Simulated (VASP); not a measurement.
# InP: G0W0 on PBE, by tags set and frequency points

InP, F-43m (no. 216), 2 atoms in the cell. PBE, GW; PAW potentials In_d_GW, P_GW (PBE set).

| Tags set | Frequency points | Quasiparticle gap on the mesh (eV) | Gap of the starting point on the mesh (eV) | Quasiparticle gap at the zone centre (eV) | Starting gap at the zone centre (eV) | Correction of the gap between the band edges on the mesh (eV) | Time (s) |
|---|---|---|---|---|---|---|---|
| NOMEGA = 48, OMEGAMAX left out | 48 | 1.23 | 0.69 | 1.23 | 0.69 | 0.54 | 103 |
| NOMEGA = 48, OMEGAMAX = 30 | 48 | 1.33 | 0.69 | 1.33 | 0.69 | 0.64 | 106 |
| NOMEGA = 96, OMEGAMAX left out | 96 | 1.22 | 0.69 | 1.22 | 0.69 | 0.53 | 103 |
| NOMEGA = 96, OMEGAMAX = 30 | 96 | 1.26 | 0.69 | 1.26 | 0.69 | 0.56 | 105 |
| NOMEGA = 96, OMEGAMAX = 20 | 96 | 1.23 | 0.69 | 1.23 | 0.69 | 0.54 | 109 |
| NOMEGA = 96, OMEGAMAX = 60 | 96 | 1.33 | 0.69 | 1.33 | 0.69 | 0.64 | 105 |
| NOMEGA = 200, OMEGAMAX left out | 200 | 1.21 | 0.69 | 1.21 | 0.69 | 0.52 | 116 |
| NOMEGA = 200, OMEGAMAX = 30 | 200 | 1.22 | 0.69 | 1.22 | 0.69 | 0.53 | 111 |

Limits: spin-orbit coupling is left out, which changes the gap somewhat with In; the mesh is coarse: the screening isn't converged, and the gap may still move by about 0.1 eV.

## Input of the first row

INCAR.step1:
```
PREC = Accurate
ENCUT = 350
ISMEAR = 0
SIGMA = 0.05
LASPH = T
LREAL = F
GGA = PE
ALGO = Normal
EDIFF = 1E-8
NELM = 150
LWAVE = T
LCHARG = F
KPAR = 4
```

INCAR.step2, as INCAR.step1 but for:
```
- ALGO = Normal
- NELM = 150
+ ALGO = Exact
+ NELM = 1
+ ISTART = 1
+ NBANDS = 240
+ LOPTICS = T
```

INCAR.step3:
```
PREC = Accurate
ENCUT = 350
ISMEAR = 0
SIGMA = 0.05
LASPH = T
LREAL = F
GGA = PE
ALGO = EVGW0
NBANDS = 240
NBANDSGW = 13
ENCUTGW = 160
NOMEGA = 48
PRECFOCK = Fast
ISTART = 1
LWAVE = F
LCHARG = F
NELMGW = 1
KPAR = 4
```

KPOINTS:
```
k-points
0
Gamma
  4 4 4
```

POSCAR:
```
InP
1.0
    0.0000000000      2.9305000000      2.9305000000
    2.9305000000      0.0000000000      2.9305000000
    2.9305000000      2.9305000000      0.0000000000
In P
1 1
Direct
    0.0000000000      0.0000000000      0.0000000000
    0.7500000000      0.7500000000      0.7500000000
```

Commands (each step's output is kept before the next begins):
```
cat potpaw_PBE.64/In_d_GW/POTCAR potpaw_PBE.64/P_GW/POTCAR > POTCAR
cp INCAR.step1 INCAR
mpirun -np 4 vasp_std > vasp.out
cp INCAR.step2 INCAR
mpirun -np 4 vasp_std > vasp.out
cp INCAR.step3 INCAR
mpirun -np 4 vasp_std > vasp.out
```

Changes of the last row against the first:
```
(step 3)
- NOMEGA = 48
+ NOMEGA = 200
+ OMEGAMAX = 30
```

VASP 6.6.1 took 103 s on 4 cores (Intel Xeon Platinum 8259CL @ 2.50GHz (Skylake/Cascade Lake)), a shared host.
